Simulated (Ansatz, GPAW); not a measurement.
# Si(111) with Br on 25 % of the top atoms and H on the rest: bands and core levels, part 2 of 4

Wanted: the XPS lines and the band structure of Si(111) with Br on 25 % of the top atoms and H on the rest.

Ansatz 0.2.0 and GPAW 26.7.0; DFT, PBE, plane-wave PAW, default files, scalar-relativistic (the session's first sound run).

So far, gap on the k-mesh (eV): step 2 (relaxing the atoms) 1.11.

## Step 3: Layer-resolved bands, DOS and potential

The main run: bands along the zone's path, each state's share in the top and middle regions, the DOS and the planar potential. The cell holds 4 small cells, so the bands are unfolded.

File input.yaml:

```yaml
crystal:
  lattice:
    - [7.6791796437, 0.0, 0.0]
    - [3.8395898218, 6.6503646517, 0.0]
    - [0.0, 0.0, 24.7737769138]
  atoms:
    - { symbol: Br, position: [0.0, 0.0, 0.7175500001] }
    - { symbol: H, position: [0.5004603057, -0.0009206114, 0.6884249928] }
    - { symbol: H, position: [-0.0009206114, 0.5004603057, 0.6884249928] }
    - { symbol: H, position: [0.5004603057, 0.5004603057, 0.6884249928] }
    - { symbol: Si, position: [0.0, 0.0, 0.6258202036] }
    - { symbol: Si, position: [0.4997080495, 0.0005839011, 0.6278241053] }
    - { symbol: Si, position: [0.0005839011, 0.4997080495, 0.6278241053] }
    - { symbol: Si, position: [0.4997080495, 0.4997080495, 0.6278241053] }
    - { symbol: Si, position: [0.8323539642, 0.3352920716, 0.5960761263] }
    - { symbol: Si, position: [0.3333333333, 0.3333333333, 0.5963128436] }
    - { symbol: Si, position: [0.8323539642, 0.8323539642, 0.5960761263] }
    - { symbol: Si, position: [0.3352920716, 0.8323539642, 0.5960761263] }
    - { symbol: Si, position: [0.833393304, 0.3332133919, 0.5006155195] }
    - { symbol: Si, position: [0.3333333333, 0.3333333333, 0.5009257307] }
    - { symbol: Si, position: [0.833393304, 0.833393304, 0.5006155195] }
    - { symbol: Si, position: [0.3332133919, 0.833393304, 0.5006155195] }
    - { symbol: Si, position: [0.1667771123, 0.1667771123, 0.4684450943] }
    - { symbol: Si, position: [0.6664457754, 0.1667771123, 0.4684450943] }
    - { symbol: Si, position: [0.1667771123, 0.6664457754, 0.4684450943] }
    - { symbol: Si, position: [0.6666666667, 0.6666666667, 0.4683623495] }
    - { symbol: Si, position: [0.1666666667, 0.1666666667, 0.373126513] }
    - { symbol: Si, position: [0.6666666667, 0.1666666667, 0.373126513] }
    - { symbol: Si, position: [0.1666666667, 0.6666666667, 0.373126513] }
    - { symbol: Si, position: [0.6666666667, 0.6666666667, 0.373126513] }
    - { symbol: Si, position: [0.0, 0.0, 0.341490118] }
    - { symbol: Si, position: [0.5, 0.0, 0.341490118] }
    - { symbol: Si, position: [0.0, 0.5, 0.341490118] }
    - { symbol: Si, position: [0.5, 0.5, 0.341490118] }
    - { symbol: H, position: [0.0, 0.0, 0.282556835] }
    - { symbol: H, position: [0.5, 0.0, 0.282556835] }
    - { symbol: H, position: [0.0, 0.5, 0.282556835] }
    - { symbol: H, position: [0.5, 0.5, 0.282556835] }
kpoints:
  mp_grid: { grid: [3, 3, 1] }
scf:
  occupations: { method: fermi_dirac, width: 0.02 }
  n_extra_bands: 36
hamiltonian:
  xc: pbe
  pseudopotentials: { kind: paw }
output:
  forces: true
  write_potential: true
  volumetric_format: []
  dos:
    projected:
      site_lists:
        adsorbate: [0, 1, 2, 3]
        layer_1: [4, 5, 6, 7]
        layer_2: [8, 9, 10, 11]
        layer_3: [12, 13, 14, 15]
        middle: [16, 17, 18, 19]
        other_layers: [20, 21, 22, 23, 24, 25, 26, 27, 28, 29, 30, 31]
    de: 0.05
    e_range: [-30, 12]
    method: { smearing: { sigma: 0.12, scheme: gaussian } }
  eigenstates:
    kpoints:
      - [0.33333333, -0.33333333, 0.0]
      - [0.25, -0.375, 0.0]
      - [0.16666667, -0.41666667, 0.0]
      - [0.08333333, -0.45833333, 0.0]
      - [0.0, 0.5, 0.0]
      - [-0.08333333, 0.45833333, 0.0]
      # [... 29 more points ...]
      - [0.25, 0.5, 0.0]
      - [0.29166667, -0.41666667, 0.0]
    e_range: [-8.0, 6.0]
    unfold:
      supercell_matrix: [[2, 0, 0], [0, 2, 0], [0, 0, 1]]
      layers:
        axis: 3
        edges: [0.121096, 0.389657, 0.394569, 0.605538, 0.612066, 0.879008]
efield:
  axis: 3
  dipole_correction: true
```

Command:

```console
$ ansatz run input.yaml --threads 8 --pin off --max-ram 24576MiB --backend cpu --events-out ev --progress --plain --runs-dir out
```

Numbers of over 12 decimals in the logs are rounded to 6 here.

The log of the run:

```text
[...]
Crystal: 32 atoms, lattice volume = 1265.181 Å³
Basis set: ecut = 420 eV, 24701 PW (Γ), exchange–correlation on 108×108×360 points (8 copies of the dense FFT grid, shifted against one another)
Bands: 91, of which v1, the nominal top of the filled ones, is band 55 counted from 1 (54 counted from 0)
Symmetry: 6 space group operations
[...]
k-points: 3 of 9 (time reversal used)
[...]
SCF iter   1: F=—  HF=-18153.953877 eV  |F-HF|=—  |Δ(HF+E_count)|=         —  Δρ=1.93e-3  dr2=5.24e-1  ethr=1.77e-3  p=-0.142 e·Å  D=-2.04e-2 V/Å  ΔV_dip=0.50 eV  dr2_dipole=1.13e-3  V_vac-E_F(+/−)=4.23/3.73 eV  ⟨swp⟩=8.7  Hψ=1644  notcnv=0  defer=28
[...]
SCF iter   8: F=-18153.878539 eV  HF=-18153.878539 eV  |F-HF|=1.47e-8  |Δ(HF+E_count)|=   7.33e-8  Δρ=1.90e-6  dr2=8.60e-8  ethr=9.09e-11  p=-0.134 e·Å  D=-1.92e-2 V/Å  ΔV_dip=0.48 eV  dr2_dipole=2.37e-9  V_vac-E_F(+/−)=4.60/4.13 eV  ⟨swp⟩=21.0  Hψ=3002  notcnv=0
SCF 1 converged in 8 iterations: F = -18153.878539 eV  dr2 = 8.60e-8
[...]
NSCF: frozen V_eff on 37 k-points
efield: sawtooth ramp at fractional position 0.9501 (kept from the solve that this one continues, or follows in the run), width 0.1000; the density the first Hamiltonian is built on has a dipole p = -0.134 e·Å; the dipole correction subtracts the counter field D = -1.92e-2 V/Å, which shifts the + side's vacuum level by +0.48 eV against the − side's; the planar-averaged density in the ramp window peaks in size at 7.7e-7 e/Å³
[...]
SCF converged after 8 iterations
Free energy (F): -18153.878539 eV
[...]
Internal energy: -18153.878539 eV  (E = F + TS)
E sigma→0 (E₀):  -18153.878539 eV
Fermi energy:    0.126254 eV
Dipole field:    D = -0.019203 V/Å  (p = -0.134265 e·Å, saw-weighted, corrected)
Work function:   Φ+ = 4.6005 eV   Φ− = 4.1248 eV
[...]
--- Forces (eV/Å), atoms counted from 1 ---
  atom   1  Br     0.00000000     0.00000000    -0.00156136
  atom   2  H     -0.00000000     0.00007095    -0.00142542
  atom   3  H      0.00006145    -0.00003548    -0.00142542
  atom   4  H     -0.00006145    -0.00003548    -0.00142542
  atom   5  Si    -0.00000000    -0.00000000    -0.00223768
  atom   6  Si    -0.00000000     0.00038334     0.00004980
  atom   7  Si     0.00033198    -0.00019167     0.00004980
  atom   8  Si    -0.00033198    -0.00019167     0.00004980
  atom   9  Si    -0.00000000     0.00186447     0.00239969
  atom  10  Si     0.00000000     0.00000000     0.00023209
  atom  11  Si    -0.00161468    -0.00093223     0.00239969
  atom  12  Si     0.00161468    -0.00093223     0.00239969
  atom  13  Si    -0.00000000     0.00070528     0.00068986
  atom  14  Si    -0.00000000    -0.00000000     0.00085567
  atom  15  Si    -0.00061079    -0.00035264     0.00068986
  atom  16  Si     0.00061079    -0.00035264     0.00068986
  atom  17  Si     0.00122838     0.00070920    -0.00071833
  atom  18  Si    -0.00122838     0.00070920    -0.00071833
  atom  19  Si     0.00000000    -0.00141841    -0.00071833
  atom  20  Si     0.00000000     0.00000000    -0.00010012
  atom  21  Si     0.00256975     0.00148365    -0.06931994
  atom  22  Si    -0.00256975     0.00148365    -0.06931994
  atom  23  Si     0.00000000    -0.00296730    -0.06931994
  atom  24  Si    -0.00000000    -0.00000000    -0.08843075
  atom  25  Si     0.00000000     0.00000000     0.85531506
  atom  26  Si     0.00000000    -0.00107438     0.84916507
  atom  27  Si    -0.00093044     0.00053719     0.84916507
  atom  28  Si     0.00093044     0.00053719     0.84916507
  atom  29  H     -0.00000000     0.00000000    -0.77613413
  atom  30  H     -0.00000000     0.00003027    -0.77672678
  atom  31  H      0.00002621    -0.00001514    -0.77672678
  atom  32  H     -0.00002621    -0.00001514    -0.77672678
  max |Σ_I F_I| component: 2.81e-4 eV/Å
--- Band table (eV) ---
  k-point 0: bands = [... 51 lower, -0.8685, -0.8685, -0.4292, -0.4292, 0.6785, 0.6995, 0.6995, 1.1055, ... 32 higher]
  k-point 1: bands = [... 51 lower, -1.6731, -1.4537, -1.3566, -0.8249, 0.8323, 1.4036, 1.4980, 1.6330, ... 32 higher]
  k-point 2: bands = [... 51 lower, -2.0347, -1.6707, -1.5784, -1.5689, 1.7154, 2.1120, 2.1407, 2.1591, ... 32 higher]
```

The job ended after 2.2 min (8 threads of Arm Neoverse V2, shared host; peak memory 6.7 GiB).

In the SCF lines HF is the Harris–Foulkes energy and dr2 the Hartree energy of the density residual, in eV; the loop may stop once dr2 is under the threshold and the program's other checks hold. Hψ counts applications of the Hamiltonian.

Numbers from this step:

| Property | Result |
| --- | --- |
| zero of energy | valence-band maximum |
| share of occupied states in no projected shell | 0.0115 of the occupied states in the window |

A(k,E), total over k along the path and E. Zero: valence-band maximum.

Ten even steps from '0' (0.0 eV⁻¹) to '9' (7.6 eV⁻¹), each cell a mean:
```
322434445621112463332111001333
122366653264335754233333223321
000123556668997422211222343100
012101124545444431110001124310
433333333344344322223111221134
000000000001320022223444331111
000000000000000000122122200000
000000000000000000000010000000
000000000001210000000000000000
000000000135553210000000000000
000000013355555422221000000000
000112234543224544433222210000
222112332310001222233333332222
222345423200000122222233332222
222342132000000013112222234322
334323322111111122222222223433
443321110000000001112222223344
000001000000000000110000000000
000011111111111111101000000000
001111100000000000011100000000
222211111111111111111123333333
110011000000000000001111000011
```
Columns: k along the path (Å⁻¹) from 0 to 2.58; rows upwards: E (eV) from -7.14 to 4.90.

A(k,E), top over k along the path and E. Zero: valence-band maximum.

Ten even steps from '_' (0.01 eV⁻¹) to '@' (1.32 eV⁻¹), each cell a mean:
```
++==--====++++++**@@**==----++##%%======::..........::==++++
----====**##**++--::****++++**##++==::--==--------::==++----
______..::--++++**##**%%@@@@##==::--::::::::::::--====..____
__..::........::========++++====--::::::__........--==--..__
==------------------====----==------::----......::--....--==
......________________..--::....::::::----++++++==::........
____________________________________..........::..__________
____________________________________________________________
______________________..::..________________________________
__________________..--++****--::..__________________________
______________..--==++++--==++==--::::::..__________________
........::::--====++==--::--==++========----------::........
--------::--====----::........----------============--------
========++++++--==--::::::::::--==--================------==
==----==++==--====::::......::::--==--::--------==++++======
++++**++====++----------------------==------==========**++++
**++====--::::......................::--------------==++++**
__________..__________________________..____________________
________....::----------------------::....__________________
____......--..______________________..::::..________________
::::::::......::..................::......::::::------::::::
....____....____________________________....................
```
Columns: k along the path (Å⁻¹) from 0 to 2.58; rows upwards: E (eV) from -7.14 to 4.90.

A(k,E), middle over k along the path and E. Zero: valence-band maximum.

Ten even steps from '_' (0.02 eV⁻¹) to '@' (3.31 eV⁻¹), each cell a mean:
```
--::::++==========++..______..--**::::::........____..------
..::::--##%%##**--..++--..::==**++++----========--..----::..
______::::--++++**##**%%@@@@##++------::::::::::--++--::____
..::::......::--==++++******++==--..::::____......::**==::..
**++================++++====++==::::::----::....::--..::==**
......________________::----....::--::::--==++======::::....
__________________________________..::::::::::----..________
__________________________________________......____________
______________________..::..________________________________
__________________::--++++++==::::__________________________
____________..::----++**####**==::::::::..__________________
______..::::::==++**++++----******====--------::::..________
::::::....::==------::______..--------------==----==----::::
--------==++==----::__________..::::::::----======--::------
::::------::..::::______________..::....::::::::--==----::::
::::--::::::::::::..............::::::............::--::::::
======--::..::::__________________..::..............::======
..________::..______________________..::__________________..
________::..__........................__::__________________
____..::....__________________________....::________________
----::......::::::::::::....::::::::::......--==============
....__..::..__________________________..::..........__......
```
Columns: k along the path (Å⁻¹) from 0 to 2.58; rows upwards: E (eV) from -7.14 to 4.90.

A(k,E), bottom over k along the path and E. Zero: valence-band maximum.

Ten even steps from '_' (0.01 eV⁻¹) to '@' (2.67 eV⁻¹), each cell a mean:
```
--::::----======++**::......::==**==----::....______..------
..::::--==++====::::##++----**##++--::::::::::::::..----::..
______....::====++++++%%@@@@**--::::::........::::----..____
__....______..::--==------------::......__________::--::..__
--::::::::::......::------------::::..::::..____::::__..::--
______________________..::..____....::::::======--....______
____________________________________..............__________
____________________________________________________________
________________________::..________________________________
__________________..--==**++--....__________________________
______________..::--====--==++--::::....____________________
________......--------::....------------::::......__________
__....____..--::::::..________::::......::------::::......__
........::==--..::..____________::..............::::::......
::::::----....--..______________..--::......____..::--::::::
======--::----......................::--::::::::::::::======
==--::--::..__________________________..::::::::::::------==
____________________________________________________________
________..__..........................__..__________________
______....::..________________________......________________
::::..::..__................................::::::::::::::::
________....____________________________......______________
```
Columns: k along the path (Å⁻¹) from 0 to 2.58; rows upwards: E (eV) from -7.14 to 4.90.

Peaks of A(k,E) at the labelled points: for each region the eleven nearest the zero at most, each over 6 % of that point's highest, less those above the energy where the solved bands run out; weight and spread sum the levels within three half widths or 0.3 eV, so near peaks share levels. Peaks of the spectral function, the first 40 of 130 rows:

| point | weight on | E (eV) | A (1/eV) | weight near the peak | rms spread of levels (eV) |
| --- | --- | --- | --- | --- | --- |
| K | total | -4.06 | 4.643 | 2.137 | 0.149 |
| K | total | -3.92 | 5.325 | 2.732 | 0.149 |
| K | total | -3.72 | 4.466 | 2.182 | 0.137 |
| K | total | -3.08 | 4.101 | 1.124 | 0.047 |
| K | total | -2.34 | 3.149 | 1.977 | 0.13 |
| K | total | -2.18 | 4.738 | 1.931 | 0.12 |
| K | total | -1.8 | 0.795 | 0.274 | 0.096 |
| K | total | -1.6 | 0.921 | 0.273 | 0.094 |
| K | total | 2.16 | 2.588 | 0.574 | 0 |
| K | total | 2.58 | 8.518 | 2.377 | 0.054 |
| K | total | 3.36 | 0.58 | 0.107 | 0.065 |
| K | top | -3.06 | 0.916 | 0.303 | 0.058 |
| K | top | -2.98 | 0.878 | 0.356 | 0.116 |
| K | top | -2.72 | 0.454 | 0.322 | 0.208 |
| K | top | -2.46 | 0.66 | 0.368 | 0.178 |
| K | top | -2.36 | 0.72 | 0.424 | 0.143 |
| K | top | -2.18 | 0.898 | 0.405 | 0.129 |
| K | top | -1.8 | 0.388 | 0.171 | 0.097 |
| K | top | -1.6 | 0.494 | 0.171 | 0.096 |
| K | top | -1.16 | 0.125 | 0.029 | 0.047 |
| K | top | 2.16 | 0.531 | 0.121 | 0 |
| K | top | 2.58 | 1.405 | 0.391 | 0.055 |
| K | middle | -4.38 | 2.744 | 0.7 | 0.02 |
| K | middle | -4.08 | 1.711 | 0.715 | 0.165 |
| K | middle | -3.7 | 1.255 | 0.482 | 0.13 |
| K | middle | -3.08 | 1.854 | 0.487 | 0.04 |
| K | middle | -2.34 | 1.838 | 1.168 | 0.125 |
| K | middle | -2.18 | 2.872 | 1.146 | 0.117 |
| K | middle | -1.6 | 0.35 | 0.085 | 0.087 |
| K | middle | 2.16 | 1.705 | 0.386 | 0 |
| K | middle | 2.58 | 4.885 | 1.361 | 0.053 |
| K | middle | 3.36 | 0.294 | 0.053 | 0.039 |
| K | middle | 4.6 | 2.302 | 0.87 | 0.104 |
| K | bottom | -6.56 | 1.898 | 0.477 | 0.003 |
| K | bottom | -4.38 | 0.756 | 0.169 | 0.021 |
| K | bottom | -3.92 | 3.307 | 1.106 | 0.098 |
| K | bottom | -3.72 | 1.771 | 1.207 | 0.133 |
| K | bottom | -3.08 | 1.255 | 0.31 | 0.029 |
| K | bottom | -2.2 | 0.861 | 0.343 | 0.12 |
| K | bottom | 2.16 | 0.324 | 0.061 | 0 |

[end of part 2 of 4]

[Logs are printed without paths, hosts, clocks, repeated set-up lines and the standing remarks that a program may print on its own settings, such as how far it seeks lower states.]

[Hosts, paths, dates, database ids (printed as entryN), source tags and the programs' standing remarks are cut or masked in the printed files.]

[Maps of the electrostatic potential energy from Ansatz leave out the sawtooth potential of an applied field or a dipole correction, so their vacuum need not be flat; work functions include it.]
